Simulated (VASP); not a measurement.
# Al2Cu: single point with PBEsol

Crystal: Al2Cu.

```
Al Cu
1.0
    -2.02667    2.02667    2.86532
     2.02667   -2.02667    2.86532
     2.02667    2.02667   -2.86532
Al Cu
2 1
Direct
  0.75000 0.25000 0.50000
  0.25000 0.75000 0.50000
  0.50000 0.50000 0.00000
```

The cell comes from a database or a generator and needn't be the stable form of this composition.

| Property | Result |
| --- | --- |
| Program | VASP 6.6.1 |
| Task | single point |
| Functional | PBEsol |
| Potentials or basis | VASP PAW PBE potentials, release 64 (Al, Cu) |
| Cutoff | 900 eV |
| k mesh | 14 × 14 × 14 |
| Occupations | gaussian, width 0.1 eV |
| Spin | no spin polarisation |
| Further INCAR settings | ALGO = Normal; EDIFF = 1e-06; NBANDS = 16 |

```
Pressure               : -0.1 GPa
Band gap on the k mesh : none (metal or under the smearing width)
```

Levels at points of the mesh, in eV from the Fermi level:
| k point | band 6 | band 7 | band 8 | band 9 | band 10 | band 11 | band 12 | band 13 |
| --- | --- | --- | --- | --- | --- | --- | --- | --- |
| (0.00, 0.00, 0.00) | -4.05 | 2.90 | 2.90 | 2.90 | 2.95 | 2.95 | 2.95 | 4.34 |
| (0.50, 0.00, 0.00) | -3.99 | -3.99 | 0.61 | 0.61 | 2.94 | 2.94 | 3.84 | 4.38 |
| (0.50, 0.50, 0.00) | -3.89 | -3.78 | -2.00 | -2.00 | 0.38 | 1.49 | 9.04 | 10.70 |
| (0.50, 0.50, 0.50) | -3.89 | -3.78 | -2.00 | -2.00 | 0.37 | 1.49 | 9.04 | 10.70 |

Run time: 2.6 min on 1 thread of Intel(R) Xeon(R) 6975P-C (Granite Rapids), with other jobs on the host, peak memory 0.55 GiB.

Caveat: the PAW data sets were made with another functional, which shifts forces and pressure a little.
